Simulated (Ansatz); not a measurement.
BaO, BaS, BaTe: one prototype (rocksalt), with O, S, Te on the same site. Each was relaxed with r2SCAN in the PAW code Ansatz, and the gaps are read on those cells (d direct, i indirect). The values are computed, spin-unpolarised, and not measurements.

```tsv
compound	a (Å)	gap, PBE (eV)	gap, r2SCAN (eV)	gap, HSE06 (eV)	mean ε∞, r2SCAN	G0W0@PBE gap (eV)
BaS	6.424	2.23 i (Γ → X)	2.58 i (Γ → X)	3.14 i (Γ → X)	4.4	3.53 (490 empty bands, 220 eV, 4×4×4)
BaTe	7.065	1.65 i (Γ → X)	2.00 i (Γ → X)	2.35 i (Γ → X)	5.3	2.65 (263 empty bands, 120 eV, 4×4×4)
```
G0W0 gaps are PBE's gap plus the shift on the mesh. No extrapolation in bands, cutoff or mesh was made for G0W0.

(1) Fill in the row for BaO.

## Answers

(1)

| compound | a (Å) | gap, PBE (eV) | gap, r2SCAN (eV) | gap, HSE06 (eV) | mean ε∞, r2SCAN | G0W0@PBE gap (eV) |
| --- | --- | --- | --- | --- | --- | --- |
| BaO | 5.544 | 2.05 d (X) | 2.38 d (X) | 3.32 d (X) | 3.9 | 3.10 (127 empty bands, 120 eV, 4×4×4) |

Ba is surrounded by 6 O at 2.77 Å; O is surrounded by 6 Ba at 2.77 Å.

No spin-orbit coupling is included; it can move band edges with weight on the heavy atoms by tenths of an eV.

The meshes of the hybrids are coarse, so their gaps aren't converged to the digits shown.
